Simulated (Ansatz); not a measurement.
# CuO (CsCl type): one cell, many starting occupations

Task: map the metastable states of CuO (CsCl type) by varying the start. Cell and atoms stay fixed. This structure was made by substitution into a known type, so it needn't be the compound's stable form.

Method: DFT LDA without U, plane waves, PAW, in Ansatz 0.2.0.

**1. The system as given**

Symmetry: Pm-3m, No. 221, cubic system. The conventional cell has a = 2.553 Å, b = 2.553 Å, c = 2.553 Å, α = 90.00°, β = 90.00°, γ = 90.00°. Cu (site symmetry m-3m) is surrounded by 8 O at 2.21 Å. Around O (site symmetry m-3m) lie 8 Cu at 2.21 Å.

Coordinates:

```xyz
2
Lattice="2.5526 0.0000 0.0000 0.0000 2.5526 0.0000 0.0000 0.0000 2.5526" Properties=species:S:1:pos:R:3 pbc="T T T"
Cu    0.0000    0.0000    0.0000
O     1.2763    1.2763    1.2763
```

Magnetic order typed: ferromagnetic.

The runs: from atoms, symmetry kept, no search; natural orbitals of the symmetric run, filled by rank; random orbitals: single harmonics, first filling; random orbitals: fully mixed, first filling; random orbitals: drawn by pairs, first filling.

**2. From atoms, symmetry kept, no search**

File input.yaml:

```yaml
crystal:
  lattice:
    - [2.55255061, 0.0, 0.0]
    - [0.0, 2.55255061, 0.0]
    - [0.0, 0.0, 2.55255061]
  atoms:
    - { symbol: Cu, position: [0.0, 0.0, 0.0], spin: 1.0 }
    - { symbol: O, position: [0.5, 0.5, 0.5] }
basis:
  ecutwfc: 420
  ecutrho_ratio: 4
kpoints:
  mp_grid: { grid: [7, 7, 7] }
hamiltonian:
  xc: lda
scf:
  occupations: { method: gaussian, width: 0.05 }
  lower_state_search: "off"
  max_iter: 150
output:
  forces: true
  stress: true
  eigenvalues: true
  populations: true
  hubbard: { sites: [{ site: 0, l: d }] }
magnetization:
  spin_polarized: true
```

The run is started by

```bash
$ ansatz run input.yaml --threads 2 --pin off --max-ram 3072MiB --backend cpu --events-out ev --progress --plain --runs-dir out
```

The log of the run, shortened:

```text
Warning: RAYON_NUM_THREADS=2 ignored (pool sized by the plan → 2); use --threads N
[...]
Pseudopotentials: kind: paw
Pseudopotential: Cu, paw, valence charge 19, recommended cutoff 420 eV (normal), Cu.paw.azcp
Pseudopotential: O, paw, valence charge 6, recommended cutoff 420 eV (normal), O.paw.azcp
Functional definition: SPW92
[...]
Crystal: 2 atoms, lattice volume = 16.631 Å³
Basis set: ecut = 420 eV, 341 PW (Γ)
Bands: 17, of which v1, the nominal top of the filled ones, is band 13 counted from 1 (12 counted from 0)
Symmetry: 48 space group operations
Space group: Pm-3m (ITA 221), of the structure as read, at distance tolerance 2.6e-5 Å
Magnetic group: BNS 221.92 (UNI 1594), of the structure as read, at distance tolerance 2.6e-5 Å
k-points: 20 of 343
[...]
Starting moments: Σ|m| = 1 μB on 1 of 2 sites
[...]
SCF iter   1: F=—  HF=-7108.314419 eV  |F-HF|=—  |Δ(HF+E_count)|=         —  Δρ=1.08e-1 (↑6.48e-2 ↓1.08e-1)  dr2=7.07e-1  dr2_m=9.70e-1  M=0.650 μB ∫|m|=0.663 μB  β_m=0.30  ethr=2.83e-3  ⟨swp⟩=1.0  Hψ=3893  notcnv=0
[...]
spin-set hold released at iteration 9 (site moments contracting): the magnetisation degrees of freedom join the quasi-Newton model from the next iteration; the mixer history was flushed
[...]
SCF iter  19: F=-7108.447678 eV  HF=-7108.447678 eV  |F-HF|=7.15e-10  |Δ(HF+E_count)|=   8.90e-9  Δρ=2.71e-6 (↑1.80e-6 ↓2.71e-6)  dr2=1.34e-9  dr2_m=2.87e-10  M=0.965 μB ∫|m|=1.028 μB  ethr=4.00e-10  ⟨swp⟩=4.2  Hψ=2077  notcnv=0
[...]
Spin contamination: 0.0025 ħ² per cell (⟨S²⟩ above its minimum at these occupations)
Per-site moments (μB) at R_I (Å): [(0.4731304397538366, 0.9118616399910044), (0.5120604816100842, 0.9118616399910044)]
Free energy (F): -7108.447678 eV
[...]
E sigma→0 (E₀):  -7108.446982 eV
Entropy (-TS):   -0.001393 eV (-0.696 meV/atom)
Fermi energy:    15.209727 eV
[...]
--- Forces (eV/Å), atoms counted from 1 ---
  atom   1  Cu    -0.00000000     0.00000000     0.00000000
  atom   2  O      0.00000000     0.00000000     0.00000000
[...]
--- Stress (GPa, compression-positive) ---
        3.674438       0.000000      -0.000000
       -0.000000       3.674438       0.000000
        0.000000       0.000000       3.674438
  P = ⅓ Tr σ = 3.6744 GPa (36.744 kbar)
--- Band table (eV; the first three rows and the last of 40) ---
  k-point 0 ↑: bands = ["-96.4699", "-54.2640", "-54.2640", "-54.2640", "-5.0629", "11.3843", "11.3843", "12.6395", "12.6395", "12.6395", "13.2192", "13.2192", "13.2192", "16.2629", "31.2008", "31.2008", "35.6631"]
[...]
--- Löwdin populations: 2 sites ---
  site symbol       q [e]    m [muB]
     0     Cu     18.0430     0.3987
     1      O      6.8291     0.5722
  spilling = 0.005119 (of n_electrons = 25.000000)
--- Occupation matrices: 1 shell (Löwdin-built; ε = 2.00e-2, provisional) ---
  Cu0 d_3D: site group Oh (m-3m)
  Cu0 d_3D up     Tr n = 4.9702  λ = 0.994 0.994 0.994 0.995 0.995  [5× z2 0.20 (T2g 0.60) T2g(0.60)]
  Cu0 d_3D dn     Tr n = 4.5479  λ = 0.857 0.857 0.857 0.988 0.988  [3× xz 0.33 (T2g 1.00) T2g(1.00) | 2× z2 0.50 (Eg 1.00) Eg(1.00)]
  Tr n, λ and their labels are of the run-group-symmetrised matrices; stabiliser: 48 of 96 elements of G0×{1,Θ} (closed), max defect 3.2e-15 at τ = 4.2e-3
```

Wall time 0.88 s (2 threads of Arm Neoverse V2, shared host); peak memory 0.23 GiB.

It ends with no gap, pressure 3.7 GPa, moments in spheres Cu 0.47; O 0.51 μB, largest force component 0.00 eV/Å, 48 symmetry operations imposed.

The shells' filling, with natural orbitals sorted by occupation:

| shell | channel | electrons | over 0.8 | 0.2 to 0.8 | under 0.2 |
| --- | --- | --- | --- | --- | --- |
| Cu 3d (atom 1) | up | 4.97 | 5 | 0 | 0 |
| Cu 3d (atom 1) | down | 4.55 | 5 | 0 | 0 |

**3. Natural orbitals of the symmetric run, filled by rank**

input.yaml: that of step 2 with these lines changed.

```diff
@@ -15,2 +15,21 @@
   xc: lda
+  hubbard:
+    sites:
+      - { site: 0, l: d, u_eff: 0.0, starting_ns: [{ spin: up, occupation_matrix: s0up }, { spin: down, occupation_matrix: s0down }] }
+    occupation_matrices:
+      s0up:
+        matrix:
+          - [0.97, 0.0, 0.0, 0.0, 0.0]
+          - [0.0, 0.97, 0.0, 0.0, 0.0]
+          - [0.0, 0.0, 0.97, 0.0, 0.0]
+          - [0.0, 0.0, 0.0, 0.97, 0.0]
+          - [0.0, 0.0, 0.0, 0.0, 0.97]
+      s0down:
+        matrix:
+          - [0.97, 0.0, 0.0, 0.0, 0.0]
+          - [0.0, 0.02, 0.0, 0.0, 0.0]
+          - [0.0, 0.0, 0.97, 0.0, 0.0]
+          - [0.0, 0.0, 0.0, 0.97, 0.0]
+          - [0.0, 0.0, 0.0, 0.0, 0.97]
+    ns_hold: { iters: 10 }
 scf:
@@ -25,2 +44,6 @@
   hubbard: { sites: [{ site: 0, l: d }] }
+  write_density: true
+  write_potential: true
+  elf: true
+  volumetric_format: npy
 magnetization:
```

The typed matrices put 0.97 on the chosen orbitals and 0.02 on the others, and are held for 10 cycles.

The run is started by

```bash
$ ansatz run input.yaml --threads 2 --pin off --max-ram 3072MiB --backend cpu --events-out ev --progress --plain --runs-dir out
```

The log of the run, shortened:

```text
Warning: crystal.symmetry: narrowed to the stabiliser of the occupation matrices — unitary ops 48 → 16; lowered by the specified shell (site 0, l: d); largest admitted image defect 8.9e-16, smallest excluded 9.5e-1 — at a splitting's scale: the group the occupation matrices' own texture admits
Warning: RAYON_NUM_THREADS=2 ignored (pool sized by the plan → 2); use --threads N
Cu: projections on atomic orbitals take those of the free atom [Ne] 3s2 3p6 3d10 4s1, of charge +0.00 (hamiltonian.pseudopotentials.projection_atoms); the dataset's partial waves leave at most 2.0e-6 of an orbital's norm unspanned inside its sphere
O: projections on atomic orbitals take those of the free atom [He] 2s2 2p4, of charge +0.00 (hamiltonian.pseudopotentials.projection_atoms); the dataset's partial waves leave at most 1.9e-8 of an orbital's norm unspanned inside its sphere
[...]
Pseudopotentials: kind: paw
Pseudopotential: Cu, paw, valence charge 19, recommended cutoff 420 eV (normal), Cu.paw.azcp
Pseudopotential: O, paw, valence charge 6, recommended cutoff 420 eV (normal), O.paw.azcp
Functional definition: SPW92
[...]
Crystal: 2 atoms, lattice volume = 16.631 Å³
Basis set: ecut = 420 eV, 341 PW (Γ)
[...]
WARN: hamiltonian.hubbard: on 1 of 2 specified blocks the occupation matrix of this SCF's result fails the test of the specified filling. At site 0 ↓ (sites count from 0 in the list of atoms of the cell that this SCF solves) the least filled combination of the orbitals specified full has [...]
        0.000000       0.000000       1.920976
  P = ⅓ Tr σ = 1.9210 GPa (19.210 kbar)
--- Band table (eV; the first three rows and the last of 80) ---
  k-point 0 ↑: bands = ["-96.3830", "-54.1801", "-54.1801", "-54.1801", "-4.8980", "11.4195", "11.4195", "12.8426", "12.8426", "12.8426", "13.3141", "13.3141", "13.3141", "16.3371", "31.2295", "31.2295", "35.7217"]
[...]
Occupation matrices written to <dir>
--- Löwdin populations: 2 sites ---
  site symbol       q [e]    m [muB]
     0     Cu     18.0385     0.1929
     1      O      6.8328     0.3018
  spilling = 0.005148 (of n_electrons = 25.000000)
--- Occupation matrices: 1 shell (run DFT+U table (all-electron-ortho-atomic); ε = 2.00e-2, provisional) ---
  Cu0 d_3D: site group Oh (m-3m)
  Cu0 d_3D up     Tr n = 4.8576  λ = 0.957 0.957 0.957 0.994 0.994  [3× xz 0.33 (T2g 1.00) T2g(1.00) | 2× z2 0.50 (Eg 1.00) Eg(1.00)]
  Cu0 d_3D dn     Tr n = 4.6498  λ = 0.889 0.889 0.889 0.992 0.992  [3× xz 0.33 (T2g 1.00) T2g(1.00) | 2× z2 0.50 (Eg 1.00) Eg(1.00)]
  specified occupation → Cu0 d_3D up: matrix, ‖Δ‖_F = 0.0412, Tr Δ = -0.0076, displaced = 0.0442, d_λ = 0.0412; orbital distance = 0.0000
  specified occupation → Cu0 d_3D dn: matrix, ‖Δ‖_F = 0.8769, Tr Δ = -0.7498, displaced = 0.5373, d_λ = 0.8769; orbital distance = 0.8165
  Tr n, λ and their labels are of the run-group-symmetrised matrices; stabiliser: 48 of 96 elements of G0×{1,Θ} (closed), max defect 4.1e-7 at τ = 4.2e-3
```

It took 3.7 s on 2 threads of Arm Neoverse V2, shared host; peak memory 0.26 GiB.

End state: no gap, pressure 1.9 GPa, moments in spheres Cu 0.23; O 0.27 μB, largest force component 0.00 eV/Å, 16 symmetry operations imposed. The program reports that the typed filling wasn't kept. It flags that the state may be a saddle point.

The shells' filling, with natural orbitals sorted by occupation:

| shell | channel | electrons | over 0.8 | 0.2 to 0.8 | under 0.2 |
| --- | --- | --- | --- | --- | --- |
| Cu 3d (atom 1) | up | 4.86 | 5 | 0 | 0 |
| Cu 3d (atom 1) | down | 4.65 | 5 | 0 | 0 |

Density in a lattice plane of the grid's cell (edges 2.55 and 2.55 Å, at 0.000 of the third edge), which holds Cu.

Ten even steps from ' ' (0.19 e/Å³) to '@' (70.12 e/Å³):
```
##**++--..                              ..--++**
++==--::..                              ..::--==
::::....                                  ....::
....                                          ..
                                                
                                                
                                                
                                                
                                                
                                                
                                                
                                                
                                                
                                                
                                                
....                                          ..
::::....                                  ....::
++==--::..                              ..::--==
##**++--..                              ..--++**
@@%%**==::..                          ..::==**%%
```
Columns run along the first of these edges and rows up along the second, over one cell in 24 and 20 even steps from the bottom left corner. Atoms in the plane (fractional): Cu at (0.00, 0.00).

ELF in the same plane.

Ten even steps from ' ' (0.07) to '@' (0.93):
```
@@%%%%**==--::....              ....::--==**%%%%
%%##**++--::......              ......::--++**##
++++==--::......                  ......::--==++
------::......                      ......::----
::::........                          ........::
........                                  ......
....                                          ..
                                                
                                                
                                                
                                                
                                                
....                                          ..
........                                  ......
::::........                          ........::
------::......                      ......::----
++++==--::......                  ......::--==++
%%##**++--::......              ......::--++**##
@@%%%%**==--::....              ....::--==**%%%%
@@@@%%**++--::....              ....::--++**%%@@
```
Columns run along the first of these edges and rows up along the second, over one cell in 24 and 20 even steps from the bottom left corner. Atoms in the plane (fractional): Cu at (0.00, 0.00).

Both are smooth fields of the valence electrons: close to the nuclei they are not physical.

Spin density (up less down) in a lattice plane of the grid's cell (edges 2.55 and 2.55 Å, at 0.000 of the third edge), which holds Cu.

Ten even steps from ' ' (-0.01 e/Å³) to '@' (1.09 e/Å³):
```
##**++--..                              ..--++**
++==--::..                              ..::--==
::......                                  ......
                                                
                                                
                                                
                                                
                                                
                                                
                                                
                                                
                                                
                                                
                                                
                                                
                                                
::......                                  ......
++==--::..                              ..::--==
##**++--..                              ..--++**
@@%%**--..                              ..--**%%
```
Columns run along the first of these edges and rows up along the second, over one cell in 24 and 20 even steps from the bottom left corner. Atoms in the plane (fractional): Cu at (0.00, 0.00).

Maxima of ELF outside the ion cores: 0.81 in the shell around O, 0.6 Å from O.

ELF in the plane through atom 1 (Cu) and two of its nearest O neighbours, 7.2 Å on a side, that atom in the middle and its first bond to the right.

Values, 10 rows by 13 columns:
```
0.81 0.52 0.11 0.24 0.23 0.11 0.42 0.79 0.75 0.15 0.19 0.29 0.14
0.12 0.19 0.16 0.13 0.56 0.73 0.26 0.10 0.17 0.19 0.12 0.34 0.73
0.22 0.89 0.30 0.20 0.78 0.46 0.72 0.13 0.68 0.61 0.12 0.76 0.44
0.13 0.14 0.12 0.10 0.31 0.48 0.17 0.12 0.15 0.12 0.12 0.14 0.52
0.13 0.52 0.78 0.79 0.20 0.20 0.50 0.21 0.23 0.80 0.76 0.52 0.13
0.13 0.52 0.76 0.80 0.23 0.21 0.50 0.20 0.20 0.79 0.78 0.52 0.13
0.52 0.14 0.12 0.12 0.15 0.12 0.17 0.48 0.31 0.10 0.12 0.14 0.13
0.44 0.76 0.12 0.61 0.68 0.13 0.72 0.46 0.78 0.20 0.30 0.89 0.22
0.73 0.34 0.12 0.19 0.17 0.10 0.26 0.73 0.56 0.13 0.16 0.19 0.12
0.14 0.29 0.19 0.15 0.75 0.79 0.42 0.11 0.23 0.24 0.11 0.52 0.81
```
Atoms in the plane (Å from the middle): O (-0.7, 2.1), Cu (1.5, 2.1), O (2.2, 0.0), Cu (-2.9, 2.1), O (-2.2, 0.0), Cu (0.0, 0.0), O (0.7, -2.1), Cu (2.9, -2.1), Cu (-1.5, -2.1).

**4. Random orbitals: single harmonics, first filling**

input.yaml: that of step 3 with these lines changed.

```diff
@@ -33,3 +33,3 @@
           - [0.0, 0.0, 0.0, 0.0, 0.97]
-    ns_hold: { iters: 10 }
+    ns_hold: { iters: 12 }
 scf:
```

The typed matrices put 0.97 on the chosen orbitals and 0.02 on the others, and are held for 12 cycles.

The run is started by

```bash
$ ansatz run input.yaml --threads 2 --pin off --max-ram 3072MiB --backend cpu --events-out ev --progress --plain --runs-dir out
```

The log of the run, shortened:

```text
Warning: crystal.symmetry: narrowed to the stabiliser of the occupation matrices — unitary ops 48 → 16; lowered by the specified shell (site 0, l: d); largest admitted image defect 8.9e-16, smallest excluded 9.5e-1 — at a splitting's scale: the group the occupation matrices' own texture admits
Warning: RAYON_NUM_THREADS=2 ignored (pool sized by the plan → 2); use --threads N
Cu: projections on atomic orbitals take those of the free atom [Ne] 3s2 3p6 3d10 4s1, of charge +0.00 (hamiltonian.pseudopotentials.projection_atoms); the dataset's partial waves leave at most 2.0e-6 of an orbital's norm unspanned inside its sphere
O: projections on atomic orbitals take those of the free atom [He] 2s2 2p4, of charge +0.00 (hamiltonian.pseudopotentials.projection_atoms); the dataset's partial waves leave at most 1.9e-8 of an orbital's norm unspanned inside its sphere
[...]
Pseudopotentials: kind: paw
Pseudopotential: Cu, paw, valence charge 19, recommended cutoff 420 eV (normal), Cu.paw.azcp
Pseudopotential: O, paw, valence charge 6, recommended cutoff 420 eV (normal), O.paw.azcp
Functional definition: SPW92
[...]
Crystal: 2 atoms, lattice volume = 16.631 Å³
Basis set: ecut = 420 eV, 341 PW (Γ)
Bands: 17, of which v1, the nominal top of the filled ones, is band 13 counted from 1 (12 counted from 0)
[...]
WARN: the starting moments were not kept: the SCF closed with an absolute magnetisation of 4.6e-7 μB, where they sum to 1 μB in size (1 site). That is at most 0.1 of that sum. Measured as dr2_m measures the in/out step, that magnetisation stands 1.6e-13 eV from none, at or under the [...]
WARN: hamiltonian.hubbard: on 1 of 2 specified blocks the occupation matrix of this SCF's result fails the test of the specified filling. At site 0 ↓ (sites count from 0 in the list of atoms of the cell that this SCF solves) the least filled combination of the orbitals specified full has [...]
--- Stress (GPa, compression-positive) ---
        0.786924       0.000000       0.000000
        0.000000       0.786927       0.000000
        0.000000       0.000000       0.786924
  P = ⅓ Tr σ = 0.7869 GPa (7.869 kbar)
--- Band table (eV; the first three rows and the last of 80) ---
  k-point 0 ↑: bands = ["-96.2918", "-54.0921", "-54.0921", "-54.0921", "-4.7080", "11.4556", "11.4556", "13.0786", "13.0786", "13.0786", "13.4129", "13.4129", "13.4129", "16.4240", "31.2593", "31.2593", "35.7896"]
[...]
Occupation matrices written to <dir>
--- Löwdin populations: 2 sites ---
  site symbol       q [e]    m [muB]
     0     Cu     18.0368    -0.0000
     1      O      6.8343     0.0000
  spilling = 0.005158 (of n_electrons = 25.000000)
--- Occupation matrices: 1 shell (run DFT+U table (all-electron-ortho-atomic); ε = 2.00e-2, provisional) ---
  Cu0 d_3D: site group Oh (m-3m)
  Cu0 d_3D up     Tr n = 4.7522  λ = 0.922 0.922 0.922 0.993 0.993  [3× xz 0.33 (T2g 1.00) T2g(1.00) | 2× z2 0.50 (Eg 1.00) Eg(1.00)]
  Cu0 d_3D dn     Tr n = 4.7522  λ = 0.922 0.922 0.922 0.993 0.993  [3× xz 0.33 (T2g 1.00) T2g(1.00) | 2× z2 0.50 (Eg 1.00) Eg(1.00)]
  specified occupation → Cu0 d_3D up: matrix, ‖Δ‖_F = 0.0897, Tr Δ = +0.0978, displaced = 0.0955, d_λ = 0.0897; orbital distance = 0.0000
  specified occupation → Cu0 d_3D dn: matrix, ‖Δ‖_F = 0.9050, Tr Δ = -0.8522, displaced = 0.5224, d_λ = 0.9050; orbital distance = 0.8165
  Tr n, λ and their labels are of the run-group-symmetrised matrices; stabiliser: 96 of 96 elements of G0×{1,Θ} (closed), max defect 5.6e-8 at τ = 4.2e-3
```

Wall time 3.5 s (2 threads of Arm Neoverse V2, shared host); peak memory 0.26 GiB.

End state: no gap, pressure 0.8 GPa, no moment over 0.05 μB in any sphere, largest force component 0.00 eV/Å, 16 symmetry operations imposed. The program reports that the typed filling wasn't kept.

How the shells are filled (orbitals counted by the eigenvalues of the occupation matrices):

| shell | channel | electrons | over 0.8 | 0.2 to 0.8 | under 0.2 |
| --- | --- | --- | --- | --- | --- |
| Cu 3d (atom 1) | up | 4.75 | 5 | 0 | 0 |
| Cu 3d (atom 1) | down | 4.75 | 5 | 0 | 0 |

Density in a lattice plane of the grid's cell (edges 2.55 and 2.55 Å, at 0.000 of the third edge), which holds Cu.

Ten even steps from '0' (0.19 e/Å³) to '9' (70.12 e/Å³):
```
765310000000000000001356
543210000000000000001234
221100000000000000000112
110000000000000000000001
000000000000000000000000
000000000000000000000000
000000000000000000000000
000000000000000000000000
000000000000000000000000
000000000000000000000000
000000000000000000000000
000000000000000000000000
000000000000000000000000
000000000000000000000000
000000000000000000000000
110000000000000000000001
221100000000000000000112
543210000000000000001234
765310000000000000001356
986421000000000000012468
```
Columns run along the first of these edges and rows up along the second, over one cell in 24 and 20 even steps from the bottom left corner. Atoms in the plane (fractional): Cu at (0.00, 0.00).

ELF in the same plane.

Ten even steps from '0' (0.07) to '9' (0.93):
```
988643211000000011234688
876532111000000011123567
554321110000000001112345
333211100000000000111233
221111000000000000011112
111100000000000000000111
110000000000000000000001
000000000000000000000000
000000000000000000000000
000000000000000000000000
000000000000000000000000
000000000000000000000000
110000000000000000000001
111100000000000000000111
221111000000000000011112
333211100000000000111233
554321110000000001112345
876532111000000011123567
988643211000000011234688
998653211000000011235689
```
Columns run along the first of these edges and rows up along the second, over one cell in 24 and 20 even steps from the bottom left corner. Atoms in the plane (fractional): Cu at (0.00, 0.00).

Both are smooth fields of the valence electrons: close to the nuclei they are not physical.

The highest ELF values outside the cores: 0.81 in the shell around O, 0.6 Å from O.

ELF in the plane through atom 1 (Cu) and two of its nearest O neighbours, 7.2 Å on a side, that atom in the middle and its first bond to the right.

Ten even steps from '0' (0.08) to '9' (0.93):
```
8851011210004788740012210
3100000001100132100000000
0011000257752000111000367
1365101687787101464102787
1597201784487102796102874
1232100488885101232101588
0000000024421000000000035
0013664100000100014663000
0158878610134310168888500
0168447720279720277448610
0058888610134310168788510
0003664100010000014663100
5300000000001244200000000
8851012321015888840012321
4782016972017844871027951
7872014641017877861015631
7630001110002577520001100
0000000012310011000000013
0122100478874000121101588
```
Atoms in the plane (Å from the middle): O (-0.7, 2.1), Cu (1.5, 2.1), O (2.2, 0.0), Cu (-2.9, 2.1), O (-2.2, 0.0), Cu (0.0, 0.0), O (0.7, -2.1), Cu (2.9, -2.1), Cu (-1.5, -2.1).

(Part 1 of 2 ends here.)
